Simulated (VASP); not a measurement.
**Te and the effect of the strain (εxx = s)**

```
CELL_PARAMETERS angstrom
5.22326 0.00000 0.00000
0.00000 5.22326 0.00000
0.00000 0.00000 5.22326
ATOMIC_POSITIONS crystal
Te 0.87500 0.12500 0.62500
Te 0.37500 0.37500 0.37500
Te 0.12500 0.62500 0.87500
Te 0.62500 0.87500 0.12500
```

This isn't the form of Te at room conditions, which is trigonal, of chains.

Kept alike: task relaxation of the atoms; functional PBE; k mesh 4 × 4 × 4; occupations fermi-dirac, width 0.05 eV; no spin polarisation. Program: VASP, PBE PAW files Te, 520 eV. The mesh is that of the run's cell of 4 atoms. No spin-orbit coupling.

| s | free energy over the lowest row (meV/atom) |
| --- | --- |
| -0.04 | 8.33 |
| -0.02 | 2.20 |
| -0.01 | 0.65 |
| 0 | 0.00 |
| 0.01 | 0.36 |
| 0.02 | 1.57 |
| 0.04 | 6.62 |

The cell shown is the unstrained one; x, y and z are its Cartesian axes. For a metal such a mesh leaves the last digits unconverged.

The free energy is lowest at 0, and 8.33 meV an atom higher at -0.04.
